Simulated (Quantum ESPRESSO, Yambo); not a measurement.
Planning a run of Yambo 5.3.0 on BN (Qingsongite). The input:

```
HF_and_locXC
gw0
dyson
ppa
em1d
rim_cut
RandQpts= 1000000
RandGvec= 1 RL
EXXRLvcs= 72 Ry
VXCRLvcs= 288 Ry
Chimod= "HARTREE"
% BndsRnXp
 1 | 23 |
%
NGsBlkXp= 8 Ry
% LongDrXp
 1 | 1 | 1 |
%
% GbndRnge
 1 | 23 |
%
DysSolver= "n"
ExtendOut
PPAPntXp= 27.21138 eV
% QPkrange
 1 | 1 | 3 | 6 |
 21 | 21 | 3 | 6 |
%
```

```sh
OMP_NUM_THREADS=1 mpirun -n 4 yambo -F gw3.in -J gw3 -C gw3 > gw3.log
```

The stored states that it reads are on a 8×8×8 mesh. The structure is cubic, space group F-43m (No. 216). The conventional cell has a = 3.615 Å, b = 3.615 Å, c = 3.615 Å, α = 90.00°, β = 90.00°, γ = 90.00°. Nearest to B lie 4 N at 1.57 Å. Nearest to N lie 4 B at 1.57 Å. Farther neighbours and most contacts between anions are not listed.

Question: How long will it take on 4 MPI ranks of Arm Neoverse N1, shared host, and how much memory?

It took 34 s; on shared hardware allow 17 s to 67 s. Peak host memory was 1.2 GiB.

The screening grows as filled bands × empty bands × pairs of k points, times the square of the screening basis for the matrix.

[Paths, hosts, dates, memory and timing lines, banners, echoed tables and standing remarks are left out of the program output.]

[Logs are printed without paths, hosts, clocks, repeated set-up lines and the standing remarks that a program may print on its own settings, such as how far it seeks lower states.]

[Runs of the session that timed out or met a known fault of the program may be left out.]

[Hosts, paths, dates, database ids (printed as entryN), source tags and the programs' standing remarks are cut or masked in the printed files.]
